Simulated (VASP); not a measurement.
# GaAs (F-43m) in VASP: a series of runs

One crystal, GaAs, is run at these levels: HSE06, PBE0, r2SCAN, PBE; tasks: band structure, phonons, G0W0 quasiparticle levels.

Everything below comes from runs of VASP 6.6.1. Logs are shortened: lines on timing, memory, paths and dates and some standing lists are left out, and cuts for length are marked.

**What was measured.**

From “Evidence of valence band perturbations in GaAsN/GaAs(001): A combined variable-angle spectroscopic ellipsometry and modulated photoreflectance investigation”, 2008, arxiv:0805.2212, for a bulk crystal of GaAs at 300 K: band gap 1.412 ± 0.01 eV (direct); band gap 1.418 ± 0.005 eV (direct).

How close the calculation comes is told below.

**1. Starting point**

It takes space group F-43m (No. 216, cubic). The conventional cell has a = 5.663 Å, b = 5.663 Å, c = 5.663 Å, α = 90.00°, β = 90.00°, γ = 90.00°. Ga (site symmetry -43m) is surrounded by 4 As at 2.45 Å. As (site symmetry -43m) is surrounded by 4 Ga at 2.45 Å.

**2. Band structure, HSE06**

File POSCAR:

```
GaAs                                    
1.0
    0.0000000000      2.8313993250      2.8313993250
    2.8313993250      0.0000000000      2.8313993250
    2.8313993250      2.8313993250      0.0000000000
  Ga              As            
     1     1
Direct
     0.0000000000000000    0.0000000000000000    0.0000000000000000
     0.2500000000000000    0.2500000000000000    0.2500000000000000
```

File INCAR.step1:

```
ALGO = Normal ; EDIFF = 1E-5
ENCUT = 520 ; GGA = PE
ISIF = 2 ; ISMEAR = 0
KPAR = 8 ; LASPH = True
LCHARG = False ; LREAL = False
LWAVE = True ; NELM = 80
PREC = Accurate ; SIGMA = 0.03
```

File INCAR.step2:

```
ALGO = Normal ; EDIFF = 1E-6
ENCUT = 520 ; GGA = PE
HFSCREEN = 0.2 ; ISIF = 2
ISMEAR = 0 ; ISTART = 1
KPAR = 8 ; LASPH = True
LCHARG = False ; LHFCALC = True
LREAL = False ; LWAVE = False
NELM = 80 ; PREC = Accurate
PRECFOCK = Fast ; SIGMA = 0.03
```

File KPOINTS:

```
k-points
0
Gamma
  8 8 8
```

File KPOINTS_OPT:

```
explicit points
6
Reciprocal
 0.0000000000  0.0000000000  0.0000000000 1
 0.3750000000  0.3750000000  0.7500000000 1
 0.5000000000  0.5000000000  0.5000000000 1
 0.6250000000  0.2500000000  0.6250000000 1
 0.5000000000  0.2500000000  0.7500000000 1
 0.5000000000  0.0000000000  0.5000000000 1
```

Potentials or basis: VASP PAW PBE potentials, release 64 (Ga_d, As).

Launch:

```console
$ cat potpaw_PBE.64/Ga_d/POTCAR potpaw_PBE.64/As/POTCAR > POTCAR
$ cp INCAR.step1 INCAR
$ mpirun -np 8 vasp_std > vasp.out
$ cp INCAR.step2 INCAR
$ mpirun -np 8 vasp_std > vasp.out
```

OUTCAR:

```text
EDIFF = 1E-6
   ENCUT = 520
   GGA = PE
   HFSCREEN = 0.2
   ISIF = 2
   ISMEAR = 0
   ISTART = 1
   LASPH = True
   LHFCALC = True
   LREAL = False
   NELM = 80
   PREC = Accurate
   PRECFOCK = Fast

 ion  position               nearest neighbor table
   1  0.000  0.000  0.000-   2 2.45   2 2.45   2 2.45   2 2.45
   2  0.250  0.250  0.250-   1 2.45   1 2.45   1 2.45   1 2.45

  LATTYP: Found a face centered cubic cell.
 ALAT       =     5.6627986500

  Lattice vectors:

 A1 = (   0.0000000000,   2.8313993250,   2.8313993250)
 A2 = (   2.8313993250,   0.0000000000,   2.8313993250)
 A3 = (   2.8313993250,   2.8313993250,   0.0000000000)

Analysis of symmetry for initial positions (statically):
=====================================================================
 Subroutine PRICEL returns:
 Original cell was already a primitive cell.

 Routine SETGRP: Setting up the symmetry group for a
 face centered cubic supercell.

 Subroutine GETGRP returns: Found 24 space group operations
 (whereof 24 operations were pure point group operations)
 out of a pool of 48 trial point group operations.

The static configuration has the point symmetry T_d .

Analysis of symmetry for dynamics (positions and initial velocities):
=====================================================================
 Subroutine PRICEL returns:
 Original cell was already a primitive cell.

 Routine SETGRP: Setting up the symmetry group for a
 face centered cubic supercell.

 Subroutine GETGRP returns: Found 24 space group operations
 (whereof 24 operations were pure point group operations)
 out of a pool of 48 trial point group operations.

The dynamic configuration has the point symmetry T_d .

 Subroutine INISYM returns: Found 24 space group operations
 (whereof 24 operations are pure point group operations),
 and found     1 'primitive' translations

----------------------------------------------------------------------------------------

                                     Primitive cell

  volume of cell :      45.3976

  direct lattice vectors                    reciprocal lattice vectors
     0.000000000  2.831399325  2.831399325    -0.176591128  0.176591128  0.176591128
     2.831399325  0.000000000  2.831399325     0.176591128 -0.176591128  0.176591128
     2.831399325  2.831399325  0.000000000     0.176591128  0.176591128 -0.176591128

  length of vectors
     4.004203326  4.004203326  4.004203326     0.305864805  0.305864805  0.305864805

  position of ions in fractional coordinates (direct lattice)
     0.000000000  0.000000000  0.000000000
     0.250000000  0.250000000  0.250000000

  ion indices of the primitive-cell ions
   primitive index   ion index
                 1           1
                 2           2

----------------------------------------------------------------------------------------

 KPOINTS: k-points

Automatic generation of k-mesh.
 Grid dimensions read from file:
 generate k-points for:    8    8    8

 Generating k-lattice:

  Cartesian coordinates                     Fractional coordinates (reciprocal lattice)
    -0.022073891  0.022073891  0.022073891     0.125000000  0.000000000  0.000000000
     0.022073891 -0.022073891  0.022073891     0.000000000  0.125000000  0.000000000
     0.022073891  0.022073891 -0.022073891     0.000000000  0.000000000  0.125000000

  Length of vectors
     0.038233101  0.038233101  0.038233101

  Shift w.r.t. Gamma in fractional coordinates (k-lattice)
     0.000000000  0.000000000  0.000000000

 Subroutine IBZKPT returns following result:
 ===========================================

 Found     29 irreducible k-points:

 Following reciprocal coordinates:
            Coordinates               Weight
  0.000000  0.000000  0.000000      1.000000
  0.125000  0.000000  0.000000      8.000000
  0.250000  0.000000  0.000000      8.000000
  0.375000  0.000000  0.000000      8.000000
  0.500000  0.000000  0.000000      4.000000
  0.125000  0.125000  0.000000      6.000000
[... 16 lines left out ...]
  0.500000  0.250000  0.125000     48.000000
 -0.375000  0.250000  0.125000     24.000000
 [... further k-points ...]
   k-points           NKPTS =     29   k-points in BZ     NKDIM =    512   number of bands    NBANDS=     13
   number of dos      NEDOS =    301   number of ions     NIONS =      2
   total plane-waves  NPLWV =  27000
   dimension x,y,z NGX =    30 NGY =   30 NGZ =   30
   dimension x,y,z NGXF=    60 NGYF=   60 NGZF=   60
   ions per type =               1   1
   NGX,Y,Z   is equivalent  to a cutoff of  12.46, 12.46, 12.46 a.u.
   NGXF,Y,Z  is equivalent  to a cutoff of  24.91, 24.91, 24.91 a.u.
 SYSTEM =  unknown system
   PREC   = accura    normal or accurate (medium, high low for compatibility)
   ISTART =      1    job   : 0-new  1-cont  2-samecut
   ICHARG =      0    charge: 1-file 2-atom 10-const
   ISPIN  =      1    spin polarized calculation?
   LNONCOLLINEAR =      F non collinear calculations
   LSORBIT =      F    spin-orbit coupling
   LASPH  =      T    aspherical Exc in radial PAW
   ENCUT  =  520.0 eV  38.22 Ry    6.18 a.u.   7.45  7.45  7.45*2*pi/ulx,y,z
   NELM   =     80;   NELMIN=  2; NELMDL=  0     # of ELM steps
   EDIFF  = 0.1E-05   stopping-criterion for ELM
   LREAL  =      F    real-space projection
   EDIFFG = 0.1E-04   stopping-criterion for IOM
   NSW    =      0    number of steps for IOM
   IBRION =     -1    ionic relax: 0-MD 1-quasi-New 2-CG
   NFREE  =      0    steps in history (QN), initial steepest desc. (CG)
   ISIF   =      2    stress and relaxation
   ISYM   =      3    0-nonsym 1-usesym 2-fastsym
   POTIM  = 0.5000    time-step for ionic-motion
   TEBEG  =    0.0;   TEEND  =   0.0 temperature during run
   PSTRESS=    0.0 pullay stress
   NELECT =      18.0000    total number of electrons
   NUPDOWN=      -1.0000    fix difference up-down
   EMIN   =  10.00;   EMAX   =-10.00  energy-range for DOS
   EFERMI =   0.00;   METHOD = LEGACY
   ISMEAR =     0;   SIGMA  =   0.03  broadening in eV -4-tet -1-fermi 0-gaus
   EFERMI_NEDOS =   21; number of points for ismear=-14 and -15
   IALGO  =     38    algorithm
   IMIX   =      1    mixing-type and parameters
     AMIX     =   0.40;   BMIX     =  1.00
     AMIX_MAG =   1.60;   BMIX_MAG =  1.00
  volume/ion in A,a.u.               =      22.70       153.18
  Fermi-wavevector in a.u.,A,eV,Ry     =   1.202692  2.272759 19.680404  1.446469
  Thomas-Fermi vector in A             =   2.338467
   LORBIT       =      0    0 simple, 1 ext, 2 COOP (PROOUT), +10 PAW based schemes
   GGA     = PE    functional components
   LHFCALC =     T    Hartree Fock is set to
   PRECFOCK=fast      Normal, Fast or Accurate (Low or Medium for compatibility)
   ENCUT4O =  -1.0   cutoff for four orbital integrals eV
   NKREDX  =     1    reduce k-point grid by
   NKREDY  =     1    reduce k-point grid by
   NKREDZ  =     1    reduce k-point grid by
   AEXX    =    0.2500 exact exchange contribution
   HFSCREEN=    0.2000 screening length (either q_TF or 0.3 A-1)
   HFSCREENC=   0.2000 screening length for correlation (either q_TF or 0.3 A-1)
   ENCUTFOCK=  -1.0 apply spherical cutoff to Coloumb kernel
   IVDW    =     0    specifies the selected vdW correction
   LEPSILON=     F    determine dielectric tensor
   LRPA    =     F    only Hartree local field effects (RPA)
 non-spin polarized calculation
 Gauss-broadening in eV      SIGMA  =   0.03
  energy-cutoff  :      520.00
  volume of cell :       45.40
 maximum number of plane-waves:      1243
 NGX is ok and might be reduce to    30
  NGX = 18; NGY = 18; NGZ = 18

 number of electron      17.9999991 magnetization

 Free energy of the ion-electron system (eV)
  ---------------------------------------------------
  ext. energy  EPLUGINS =         0.00000000
  ---------------------------------------------------
  free energy    TOTEN  =        -9.89148151 eV

  energy without entropy =       -9.89148151  energy(sigma->0) =       -9.89148151

 E-fermi :   3.6660     XC(G=0):  -7.9397

 val. band max:        3.4543371496   @ k =   0.0000   0.0000   0.0000
 cond. band min:       4.8329162444   @ k =   0.0000   0.0000   0.0000
 fundamental gap:      1.3785790948
 Fermi energy:         3.6660023178

 k-point     1 :       0.0000    0.0000    0.0000
  band No.  band energies     occupation
      1     -13.9145      2.00000
      2     -13.9145      2.00000
      3     -13.9145      2.00000
      4     -13.8348      2.00000
      5     -13.8348      2.00000
      6     -10.4849      2.00000
      7       3.4543      2.00000
      8       3.4543      2.00000
      9       3.4543      2.00000
     10       4.8329      0.00000
     11       8.0091      0.00000
     12       8.0091      0.00000
     13       8.0091      0.00000

 k-point     2 :       0.1250    0.0000    0.0000
  band No.  band energies     occupation
      1     -13.9226      2.00000
      2     -13.9114      2.00000
      3     -13.9114      2.00000
      4     -13.8350      2.00000
      5     -13.8350      2.00000
      6     -10.2904      2.00000
      7       1.5000      2.00000
      8       3.2087      2.00000
      9       3.2087      2.00000
     10       5.8436      0.00000
     11       8.3767      0.00000
     12       8.3767      0.00000
     13       8.4685      0.00000

 k-point     3 :       0.2500    0.0000    0.0000
  band No.  band energies     occupation
      1     -13.9414      2.00000
      2     -13.9044      2.00000
      3     -13.9044      2.00000
      4     -13.8347      2.00000
      5     -13.8347      2.00000
      6      -9.7425      2.00000
      7      -0.9357      2.00000
      8       2.7365      2.00000
      9       2.7365      2.00000
     10       5.6999      0.00000
     11       8.9210      0.00000
     12       8.9210      0.00000
     13      10.3694      0.00000
[... 305 lines left out ...]
 k-point    23 :       0.5000    0.2500    0.1250
  band No.  band energies     occupation
      1     -13.9702      2.00000
      2     -13.8926      2.00000
      3     -13.8876      2.00000
      4     -13.8409      2.00000
      5     -13.8311      2.00000
      6      -8.5889      2.00000
      7      -2.8807      2.00000
      8       0.2038      2.00000
      9       1.6072      2.00000
     10       7.3667      0.00000
     11       8.4710      0.00000
     12       9.8717      0.00000
     13      11.3444      0.00000

 k-point    24 :      -0.3750    0.2500    0.1250
  band No.  band energies     occupation
      1     -13.9745      2.00000
      2     -13.8918      2.00000
      3     -13.8852      2.00000
      4     -13.8391      2.00000
      5     -13.8322      2.00000
      6      -8.2054      2.00000
      7      -3.5450      2.00000
      8       0.0177      2.00000
      9       1.3847      2.00000
     10       7.3130      0.00000
     11       8.3910      0.00000
     12      10.8082      0.00000
     13      12.1738      0.00000

 [... further k-points ...]
[... 5 lines left out ...]
  --------------------------------------------------------------------------------------
  -------------------------------------------------------------------------------------
  Total        0.1701130      0.1701130      0.1701130      0.0000000      0.0000000     -0.0000000
  in kB        6.0036427      6.0036427      6.0036427      0.0000000      0.0000000     -0.0000000
  external PRESSURE =       6.0036427 kB  Pullay stress =       0.0000000 kB

 VOLUME and BASIS-vectors are now :
 -----------------------------------------------------------------------------
  energy-cutoff  :      520.00
  volume of cell :       45.40
      direct lattice vectors                 reciprocal lattice vectors
     0.000000000  2.831399325  2.831399325    -0.176591128  0.176591128  0.176591128
     2.831399325  0.000000000  2.831399325     0.176591128 -0.176591128  0.176591128
     2.831399325  2.831399325  0.000000000     0.176591128  0.176591128 -0.176591128

 POSITION                                       TOTAL-FORCE (eV/Angst)
 -----------------------------------------------------------------------------------
      0.00000      0.00000      0.00000        -0.000000     -0.000000     -0.000000
      1.41570      1.41570      1.41570         0.000000      0.000000      0.000000
 -----------------------------------------------------------------------------------
    total drift:                               -0.000000     -0.000005     -0.000001

  FREE ENERGIE OF THE ION-ELECTRON SYSTEM (eV)
  ---------------------------------------------------
  free  energy   TOTEN  =        -9.8914815097 eV

  energy  without entropy=       -9.8914815097  energy(sigma->0) =       -9.89148151
```

Wall time 22 min (8 MPI ranks of Intel Xeon Platinum 8488C (Sapphire Rapids), shared host); peak memory 0.38 GiB.

What came out:

| Quantity | Value |
| --- | --- |
| Free energy | -9.8915 eV |
| Pressure | 0.6 GPa |
| Band gap on the k mesh | 1.38 eV, direct |
| Band gap along the path | 1.38 eV, direct |

Caveat: the PAW data sets were made with another functional, which shifts forces and pressure a little.

**3. Band structure, PBE0**

POSCAR is that of step 2.

INCAR.step1 is that of step 2.

File INCAR.step2:

```
AEXX = 0.25 ; ALGO = Normal
EDIFF = 1E-6 ; ENCUT = 520
GGA = PE ; HFRCUT = -1
ISIF = 2 ; ISMEAR = 0
ISTART = 1 ; KPAR = 8
LASPH = True ; LCHARG = False
LHFCALC = True ; LREAL = False
LWAVE = False ; NELM = 80
PREC = Accurate ; PRECFOCK = Fast
SIGMA = 0.03
```

KPOINTS is that of step 2.

KPOINTS_OPT is that of step 2.

Potentials or basis: VASP PAW PBE potentials, release 64 (Ga_d, As).

Launch:

```console
$ cat potpaw_PBE.64/Ga_d/POTCAR potpaw_PBE.64/As/POTCAR > POTCAR
$ cp INCAR.step1 INCAR
$ mpirun -np 8 vasp_std > vasp.out
$ cp INCAR.step2 INCAR
$ mpirun -np 8 vasp_std > vasp.out
```

It took 18 min on 8 MPI ranks of Intel Xeon Platinum 8488C (Sapphire Rapids), shared host; peak memory 0.28 GiB.

It converged, with:

- Free energy: -10.7283 eV
- Pressure: 0.4 GPa
- Band gap on the k mesh: 1.93 eV, direct
- Band gap along the path: 1.93 eV, direct

Levels at points of the mesh, in eV from the valence-band top:
```csv
k point,band 5,band 6,band 7,band 8,band 9,band 10,band 11,band 12,band 13
"(0.00, 0.00, 0.00)",-17.38,-14.05,0.00,0.00,0.00,1.93,5.19,5.19,5.19
"(0.50, 0.00, 0.00)",-17.38,-12.14,-7.30,-1.25,-1.25,2.35,6.13,6.13,9.31
"(0.50, 0.50, 0.00)",-17.37,-11.33,-7.48,-2.95,-2.95,2.71,2.97,12.18,12.18
```

Caveat: the PAW data sets were made with another functional, which shifts forces and pressure a little.

(Part 1 of 2 ends here.)
